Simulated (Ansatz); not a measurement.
# Sb: the change of pressure and energy less free atoms with volume per atom

Results calculated with Ansatz 0.2.0, not measured. Periodic Kohn-Sham DFT of a crystal at fixed atoms; pressure and stress are positive in compression; the energy is the free energy less that of spherical unpolarised free atoms; site moments are those in the method's own spheres, positive along +z.

Cell of the first row (space group R-3m, No. 166):
```
CELL_PARAMETERS angstrom
2.10670 1.21630 3.66760
-2.10670 1.21630 3.66760
0.00000 -2.43260 3.66760
ATOMIC_POSITIONS crystal
Sb 0.23364 0.23364 0.23364
Sb 0.76636 0.76636 0.76636
```

Settings of every row: method all-electron LAPW; functional PBE; relativity scalar; k mesh 9x9x9; filling fermi-dirac; smearing width 0.05 eV; basis error target 0.5 meV/atom; nucleus gaussian.

Atom start moment: 0 on all atoms.

Limits: no spin-orbit coupling on heavy atoms.

Limits of some rows: small gap, it may come from the mesh (row 10).

| row | volume per atom (Å³) | pressure (GPa) | energy less free atoms (eV/atom) |
| --- | --- | --- | --- |
| 1 | 28.193 | 7.624 | -4.0555 |
| 2 | 28.493 | 6.778 | -4.0689 |
| 3 | 28.793 | ? | ? |
| 4 | 29.393 | 4.482 | -4.1004 |
| 5 | 29.693 | 3.791 | -4.1081 |
| 6 | 29.993 | 3.133 | -4.1146 |
| 7 | 30.293 | 2.508 | -4.1199 |
| 8 | 30.593 | 1.914 | -4.124 |
| 9 | 31.192 | 0.812 | -4.1291 |
| 10 | 31.492 | 0.302 | -4.1301 |
| 11 | 31.792 | -0.182 | -4.1302 |

Question: what pressure and energy less free atoms should row 3 give?

Worked fit of pressure. Take u = (V_r/V)^(2/3) − 1 with V_r = 30.143 Å³ an atom, which is twice the finite (Eulerian) strain; such expansions in the strain, on which the Birch-Murnaghan equation of state is built, carry the rest volume and the bulk modulus. The shown rows have u = 0.04559, 0.03824, 0.01694, 0.01008, 0.00333, -0.0033, -0.00983, -0.02255, -0.02877, -0.03488. Least squares give pressure = 2.8165 + 94.222 × u + 240.71 × u² + 121 × u³ GPa; a parabola predicts inner rows, each left out in turn, worse (root mean square 0.0016 against 0.00056 GPa). The rows lie off it by 0.000, 0.000, 0.000, 0.000, 0.000, 0.000, 0.001, -0.001, 0.000, 0.000. The pressure vanishes at u = -0.0326, or V = 31.68 Å³ an atom, and there the bulk modulus at fixed shape and fractions is B = −V dP/dV = (2/3)(1 + u) dP/du = 50.9 GPa. Letting shape and atoms relax would as a rule lower it, by much in layered, chain or molecular crystals. The withheld row has u = 0.03102, so the fit gives 2.8165 + 94.222 × (0.03102) + 240.71 × (0.03102)² + 121 × (0.03102)³ = 5.974 GPa.

The calculation gave 5.974 GPa. The fit meets it to the printed digit.

Worked fit of energy less free atoms. Take u = (V_r/V)^(2/3) − 1 with V_r = 30.143 Å³ an atom, which is twice the finite (Eulerian) strain; such expansions in the strain, on which the Birch-Murnaghan equation of state is built, carry the rest volume and the bulk modulus. The shown rows have u = 0.04559, 0.03824, 0.01694, 0.01008, 0.00333, -0.0033, -0.00983, -0.02255, -0.02877, -0.03488. Least squares give energy less free atoms = −4.11739 + 0.7965 × u + 12.314 × u² eV/atom; a straight line predicts inner rows, each left out in turn, worse (root mean square 0.0075 against 2.8e-05 eV/atom). All shown rows lie on it to the printed digit. Its lowest point lies at u = -0.0323, or V = 31.67 Å³ an atom, and the curvature there gives the bulk modulus at fixed shape and fractions, B = (4/9)(1 + u)² E″(u)/V = 51.9 GPa. Letting shape and atoms relax would as a rule lower it, by much in layered, chain or molecular crystals. The withheld row has u = 0.03102, so the fit gives −4.11739 + 0.7965 × (0.03102) + 12.314 × (0.03102)² = -4.0808 eV/atom.

The calculation gave -4.0809 eV/atom. The fit lies 0.0001 eV/atom (0.13 % of the column's range) above it, one unit of the last digit.
